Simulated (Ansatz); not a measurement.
# BaTiO3 (P4mm) in Ansatz: single point with HSE06

Aim: the single point of BaTiO3 with HSE06.

Everything below comes from runs of Ansatz 0.2.0. Logs are shortened: lines on timing, memory, paths and dates and some standing lists are left out, and cuts for length are marked.

## Step 1: The crystal as given

It takes space group P4mm (No. 99, tetragonal). The conventional cell has a = 4.000 Å, b = 4.000 Å, c = 4.018 Å, α = 90.00°, β = 90.00°, γ = 90.00°. Ba (site symmetry 4mm) has 12 O at 2.79 to 2.88 Å as nearest neighbours. Ti (site symmetry 4mm) is surrounded by 6 O at 1.89 to 2.13 Å. O (site symmetry 2mm) is surrounded by 2 Ti at 2.00 Å. Around O (site symmetry 4mm) lie 2 Ti at 1.89 to 2.13 Å.

## Step 2: Single point, HSE06

Contents of input.yaml:

```yaml
crystal:
  lattice:
    - [3.9998, 0.0, 0.0]
    - [0.0, 3.9998, 0.0]
    - [0.0, 0.0, 4.018]
  atoms:
    - { symbol: Ba, position: [0.0, 0.0, 0.0] }
    - { symbol: Ti, position: [0.5, 0.5, 0.49] }
    - { symbol: O, position: [0.0, 0.5, 0.517] }
    - { symbol: O, position: [0.5, 0.0, 0.517] }
    - { symbol: O, position: [0.5, 0.5, 0.019] }
hamiltonian:
  xc: hse06
  pseudopotentials: { kind: paw }
kpoints:
  mp_grid: { grid: [4, 4, 4] }
scf:
  occupations: { method: fermi_dirac, width: 0.05 }
output:
  forces: true
  stress: true
  eigenvalues: true
  write_density: true
  write_potential: true
  elf: true
  volumetric_format: npy
```

Potentials or basis: Ansatz PAW.

Run with:

```bash
> ansatz run input.yaml --threads 2 --pin off --max-ram 5632MiB --backend cpu --events-out ev --progress --plain --runs-dir out
```

The log of the run:

```text
Warning: output.stress: scf.convergence.dr2_threshold = 1e-7 eV (the SCF's general default) is looser than the 5e-10 eV advised for a printed stress (1e-10 eV for each atom of the cell: 5). What an SCF threshold leaves in a stress goes as its square root, and in the free energy as the threshold itself, and one threshold admits the most on a small cell: of the crystals measured, under no hybrid functional and no lock of the moments, on runs that ended without the residual-converged pass, on stresses that held no estimate of that error, the worst erred by over 100 MPa in a component at 1e-7 eV an atom and by under 5 at 1e-10. Set scf.convergence.dr2_threshold to 5e-10 eV or tighter. The threshold is an SCF's pass mark: one that does not reach it within its budget of iterations ends unconverged, or closes short of it on a stop that the run arms, and scf.convergence.dr2_threshold's page says what that costs each kind of run
Warning: output.stress: scf.exx.energy_threshold = 1e-6 eV is looser than the 5e-8 eV advised for a stress under a hybrid functional (1e-8 eV for each atom of the cell: 5). Every SCF of the exchange loop can meet its threshold on dr2 while the loop round them stops early: no threshold on dr2 bounds what that leaves in the stress. Set scf.exx.energy_threshold to 5e-8 eV or tighter. The threshold is the loop's pass mark: a loop that does not reach it within its budget of cycles ends unconverged, and scf.exx.energy_threshold's page has the law
Warning: RAYON_NUM_THREADS=2 ignored (pool sized by the plan → 2); use --threads N
Engine: ansatz 0.2.0, aarch64-unknown-linux-gnu
Pseudopotentials: kind: paw
Pseudopotential: Ba, paw, valence charge 10, recommended cutoff 420 eV (normal), Ba.paw.azcp
Pseudopotential: Ti, paw, valence charge 12, recommended cutoff 420 eV (normal), Ti.paw.azcp
Pseudopotential: O, paw, valence charge 6, recommended cutoff 420 eV (normal), O.paw.azcp
Functional definition: HSE06
  parameter a = 0.25
  parameter omega = 0.11/bohr
  exchange = pbe_x - a*pbe_x_sr(omega) + a*exact_x_sr(omega)
  correlation = pbe_c
Crystal: 5 atoms, lattice volume = 64.282 Å³
Basis set: ecut = 420 eV, 1237 PW (Γ), exchange–correlation on 54×54×54 points (8 copies of the dense FFT grid, shifted against one another)
Bands: 25, of which v1, the nominal top of the filled ones, is band 20 counted from 1 (19 counted from 0)
Symmetry: 8 space group operations
Space group: P4mm (ITA 99), of the structure as read, at distance tolerance 4.0e-5 Å
k-points: 18 of 64 (time reversal used)
Non-local potential: Ba, projectors of the file, l = 0: 3, l = 1: 2, l = 2: 2, l = 3: 2
Non-local potential: Ti, projectors of the file, l = 0: 3, l = 1: 2, l = 2: 3, l = 3: 1
Non-local potential: O, projectors of the file, l = 0: 2, l = 1: 2, l = 2: 1
PAW form: soft (Blöchl's): semilocal exchange-correlation on the pseudo side does not see the compensation charge
PAW frozen core: Ba, regenerated for the run's functional, and the local potential with it (the file was generated under x = pbe(κ = 0.804, μ = 0.2195149727645171), c = pbe(β = 0.06672455060314922))
PAW frozen core: Ti, regenerated for the run's functional, and the local potential with it (the file was generated under x = pbe(κ = 0.804, μ = 0.2195149727645171), c = pbe(β = 0.06672455060314922))
PAW frozen core: O, regenerated for the run's functional, and the local potential with it (the file was generated under x = pbe(κ = 0.804, μ = 0.2195149727645171), c = pbe(β = 0.06672455060314922))
PAW one-centre angular grid: Ba, 194 points (default); XC on 64 Gauss nodes
PAW one-centre angular grid: Ti, 590 points (default); XC on 64 Gauss nodes
PAW one-centre angular grid: O, 110 points (default); XC on 96 Gauss nodes
Initial density: superposition of atomic densities (neutral atoms: chi_scale 0, normalization atom), corrected by the library's trained network
Initial wavefunctions: pseudopotential atomic-orbital guess
Functional: x = pbe(κ = 0.804, μ = 0.2195149727645171), c = pbe(β = 0.06672455060314922), warm-up for x = pbe(κ = 0.804, μ = 0.2195149727645171) + 0.25 (exact − pbe) at short range (hse, ω = 0.20786987370883472 Å⁻¹), c = pbe(β = 0.06672455060314922); HSE06 as pw.x's `hse` composes it (authors' and Libxc's form: `xc: wpbeh`)
SCF iter   1: F=—  HF=-10159.570773 eV  |F-HF|=—  |Δ(HF+E_count)|=         —  Δρ=1.38e-3  dr2=6.65e-4  ethr=1.77e-3  ⟨swp⟩=7.4  Hψ=2103  notcnv=0
preconditioner: auto → none  [insulator: Δε(μ)=1.822 eV  Ē_g=11.894 eV  σ=0.050 eV  W_gap=1.00  n_scr=18 (ndim 8)  ℏωp=26.2 eV  f_vac=0.000  D(μ)=0.00/eV (n_scr^D=0)]
SCF iter   2: F=-10159.572812 eV  HF=-10159.572862 eV  |F-HF|=5.02e-5  |Δ(HF+E_count)|=   2.09e-3  Δρ=8.04e-4  dr2=2.66e-4  ethr=1.66e-6  ⟨swp⟩=5.4  Hψ=1766  notcnv=0  defer=7
SCF 1 stopped early in 2 iterations: F = -10159.572812 eV  dr2 = 2.66e-4
Initial density: handed on by an earlier stage of this run
Initial wavefunctions: those handed on with the density
Functional: x = pbe(κ = 0.804, μ = 0.2195149727645171) + 0.25 (exact − pbe) at short range (hse, ω = 0.20786987370883472 Å⁻¹), c = pbe(β = 0.06672455060314922); HSE06 as pw.x's `hse` composes it (authors' and Libxc's form: `xc: wpbeh`)
Exchange kernel: α = 0.2500, screened, ω = 0.2079 Å⁻¹, Wigner–Seitz truncation, v(0) = 1034.9453 eV·Å³, q-mesh 4×4×4, nearest image of the exchange supercell L = 16.00 Å, pair-density grid 20×20×20, without the augmentation charges, whose exchange is taken in its separable form by FFT convolution over the k-point mesh (sized by the pseudopotential files, 27×27×27 at the most), smooth part of the exact exchange by density-matrix convolution
[... 13 lines left out ...]
hybrid outer 1: dexx = +3.034e-2 eV, tail = 1.01e-4 eV
Exchange kernel: α = 0.2500, screened, ω = 0.2079 Å⁻¹, Wigner–Seitz truncation, v(0) = 1034.9453 eV·Å³, q-mesh 4×4×4, nearest image of the exchange supercell L = 16.00 Å, pair-density grid 20×20×20, without the augmentation charges, whose exchange is taken in its separable form by FFT convolution over the k-point mesh (sized by the pseudopotential files, 27×27×27 at the most), smooth part of the exact exchange by density-matrix convolution
Frozen-core exchange: fock
SCF iter   1: F=—  HF=-10163.451264 eV  |F-HF|=—  |Δ(HF+E_count)|=         —  Δρ=9.82e-5  dr2=2.51e-6  ethr=1.26e-6  ⟨swp⟩=4.2  Hψ=1038  notcnv=0
preconditioner: auto → none  [insulator: Δε(μ)=3.237 eV  Ē_g=13.999 eV  σ=0.050 eV  W_gap=1.00  n_scr=18 (ndim 8)  ℏωp=26.2 eV  f_vac=0.000  D(μ)=0.00/eV (n_scr^D=0)]
SCF iter   2: F=—  HF=-10163.451268 eV  |F-HF|=—  |Δ(HF+E_count)|=   4.28e-6  Δρ=5.95e-5  dr2=1.84e-6  ethr=5.29e-9  ⟨swp⟩=4.3  Hψ=1474  notcnv=0
SCF iter   3: F=—  HF=-10163.451268 eV  |F-HF|=—  |Δ(HF+E_count)|=   3.80e-7  Δρ=2.59e-5  dr2=1.36e-7  ethr=4.41e-9  ⟨swp⟩=2.9  Hψ=832  notcnv=0
SCF iter   4: F=—  HF=-10163.451268 eV  |F-HF|=—  |Δ(HF+E_count)|=   1.57e-7  Δρ=8.71e-6  dr2=3.69e-8  ethr=3.09e-10  ⟨swp⟩=4.2  Hψ=1266  notcnv=0  defer=2
SCF iter   5: F=-10163.451268 eV  HF=-10163.451268 eV  |F-HF|=2.14e-9  |Δ(HF+E_count)|=   9.41e-9  Δρ=1.97e-6  dr2=2.89e-9  ethr=8.88e-11  ⟨swp⟩=3.3  Hψ=1075  notcnv=0  defer=2
SCF 3 converged in 5 iterations: F = -10163.451268 eV  dr2 = 2.89e-9
  Residual-converged pass: ⟨swp⟩=4.1  Hψ=1328  notcnv=0  max |occ|·‖R‖ = 6.7e-7 eV (tolerance 7.0e-7 eV)  dr2=2.91e-9  dr2_onsite=1.68e-10  max |Δocc| = 2.7e-22
hybrid outer 2: dexx = +2.707e-6 eV, tail = 6.00e-8 eV, Δε = 4.85e-3 eV (about 1.30e-4 eV left of the loop's levels), ΔF = 1.56e-2 eV/Å (tail 2.02e-3)
Exchange kernel: α = 0.2500, screened, ω = 0.2079 Å⁻¹, Wigner–Seitz truncation, v(0) = 1034.9453 eV·Å³, q-mesh 4×4×4, nearest image of the exchange supercell L = 16.00 Å, pair-density grid 20×20×20, without the augmentation charges, whose exchange is taken in its separable form by FFT convolution over the k-point mesh (sized by the pseudopotential files, 27×27×27 at the most), smooth part of the exact exchange by density-matrix convolution
Frozen-core exchange: fock
SCF iter   1: F=—  HF=-10163.451267 eV  |F-HF|=—  |Δ(HF+E_count)|=         —  Δρ=3.67e-6  dr2=9.37e-9  ethr=7.50e-10  ⟨swp⟩=7.4  Hψ=1182  notcnv=0
preconditioner: auto → none  [insulator: Δε(μ)=3.238 eV  Ē_g=13.998 eV  σ=0.050 eV  W_gap=1.00  n_scr=18 (ndim 8)  ℏωp=26.2 eV  f_vac=0.000  D(μ)=0.00/eV (n_scr^D=0)]
SCF iter   2: F=-10163.451267 eV  HF=-10163.451267 eV  |F-HF|=9.46e-11  |Δ(HF+E_count)|=   2.58e-9  Δρ=1.35e-6  dr2=5.45e-10  ethr=2.21e-11  ⟨swp⟩=3.1  Hψ=876  notcnv=0
SCF 4 converged in 2 iterations: F = -10163.451267 eV  dr2 = 5.45e-10
  Residual-converged pass: ⟨swp⟩=4.0  Hψ=1208  notcnv=0  max |occ|·‖R‖ = 1.0e-6 eV (tolerance 1.1e-6 eV)  dr2=5.35e-10  dr2_onsite=7.57e-11  max |Δocc| = 9.0e-24
hybrid outer 3: dexx = +1.514e-9 eV, tail = 1.29e-9 eV, Δε = 1.84e-4 eV (about 3.06e-5 eV left of the loop's levels), ΔF = 1.46e-4 eV/Å (tail 2.53e-4)
hybrid SCF converged: 3 outer / 15 inner (+2 warm-up), last move |dexx| = 1.51e-9 eV, tail = 1.29e-9 eV
Stability not checked: this state was not tested for a lower state beside it, because the functional holds exact exchange (a hybrid, or Hartree-Fock), whose exchange loop this test does not read (fock_operator; see scf.lower_state_search)
Free energy (F): -10163.451267 eV
Frozen-core exchange: fock
Harris-Foulkes:  -10163.451267 eV  (|F-HF|=9.46e-11)
Internal energy: -10163.451267 eV  (E = F + TS)
E sigma→0 (E₀):  -10163.451267 eV
Fermi energy:    10.922152 eV
--- Per-component energies (eV) ---
  E_band       = -224.579160
  E_kinetic    = 971.979378
  E_local      = -2089.167199  (includes V_loc(G=0)·N_el)
  E_nonlocal   = 196.341706
  E_hartree    = 813.364964
  E_xc         = -395.317428
  E_vxc        = -436.382630  (∫ρ·V_xc dr)
  E_exx        = -116.975275  (= α·E_x^exact, valence–valence)
  E_paw        = -6726.906683  (= ΣΔE_a)
  E_vpaw       = -260.137187  (= ΣTr[D̂ρ^β])
  E_aug_tail   = 0.007355  (compensation charges beyond the density's cutoff)
  E_ewald      = -2816.377938
  E_core_change = -0.400145  (= ΣΔE_core)
  E_smearing   = -0.000000  (= −TS)
  E_closure    = -0.000003  (closes the sum)
  Σ components = -10163.451267   (vs F -10163.451267, Δ=0.00e0)
--- Forces (eV/Å), atoms counted from 1 ---
  atom   1  Ba     0.00000000     0.00000000     0.03260582
  atom   2  Ti    -0.00000000     0.00000000    -0.34776797
  atom   3  O     -0.00000000    -0.00000000    -0.13182330
  atom   4  O     -0.00000000     0.00000000    -0.13182330
  atom   5  O      0.00000000     0.00000000     0.57875261
  max |Σ_I F_I| component: 5.61e-5 eV/Å
--- Stress (GPa, compression-positive) ---
       -3.259268       0.000000       0.000000
        0.000000      -3.259268       0.000000
        0.000000       0.000000      -2.499585
  P = ⅓ Tr σ = -3.0060 GPa (-30.060 kbar)
--- Band table (eV; the first three rows and the last of 18) ---
  k-point 0: bands = ["-51.6281", "-26.2278", "-26.1928", "-26.1928", "-16.7420", "-9.2138", "-8.5527", "-8.4869", "-0.9183", "-0.9183", "-0.9163", "6.7240", "6.7500", "6.7500", "7.9517", "7.9517", "8.0410", "9.0129", "9.0517", "9.0517", "12.5215", "12.7217", "12.7217", "14.6771", "14.7754"]
  k-point 1: bands = ["-51.6278", "-26.2526", "-26.1911", "-26.1911", "-16.6725", "-9.2649", "-8.4705", "-8.4684", "-0.8198", "-0.8198", "-0.6781", "5.7652", "6.5594", "6.5594", "7.5002", "7.5002", "7.6438", "7.9575", "8.7933", "8.7933", "12.5932", "13.6298", "13.6298", "14.6776", "16.0249"]
  k-point 2: bands = ["-51.6275", "-26.2773", "-26.1894", "-26.1894", "-16.6006", "-9.4168", "-8.4538", "-8.2580", "-0.7152", "-0.7152", "-0.4380", "4.8460", "6.2681", "6.2681", "7.2228", "7.2505", "7.2505", "7.2979", "8.5696", "8.5696", "12.6682", "14.4561", "14.4561", "14.6796", "16.9032"]
  k-point 17: bands = ["-51.6260", "-26.2687", "-26.2361", "-26.2361", "-16.4323", "-8.3353", "-8.2344", "-8.2344", "-1.7171", "-1.7171", "-1.6912", "4.3312", "5.0907", "5.1334", "6.7634", "6.7634", "6.7956", "9.1952", "9.1952", "9.2838", "15.1801", "15.1801", "15.1999", "17.5071", "17.6760"]
```

Wall time 38 s (2 threads of Arm Neoverse V1, shared host); peak memory 1.4 GiB.

Results:

- Free energy: -10163.4513 eV
- Pressure: -3.0 GPa
- Largest force: 0.579 eV/Å
- Band gap on the k mesh: 3.24 eV, indirect (least direct gap 3.47 eV)

Forces on the atoms (eV/Å):
```
Ba   0.000  0.000  0.033
Ti   0.000  0.000 -0.348
O    0.000  0.000 -0.132
O    0.000  0.000 -0.132
O    0.000  0.000  0.579
```

Stress tensor (GPa, compression positive):
```
-3.26  0.00  0.00
 0.00 -3.26  0.00
 0.00  0.00 -2.50
```

Caveat: the pressure holds a Pulay correction of +0.4 GPa for the finite cutoff; spin-orbit coupling is left out, which moves the levels of the heavy elements; the PAW data sets come from PBE, with cores solved anew for the run's functional, which leaves a small shift of forces and pressure; the thresholds are loose for stress. A k mesh can miss the band edges.
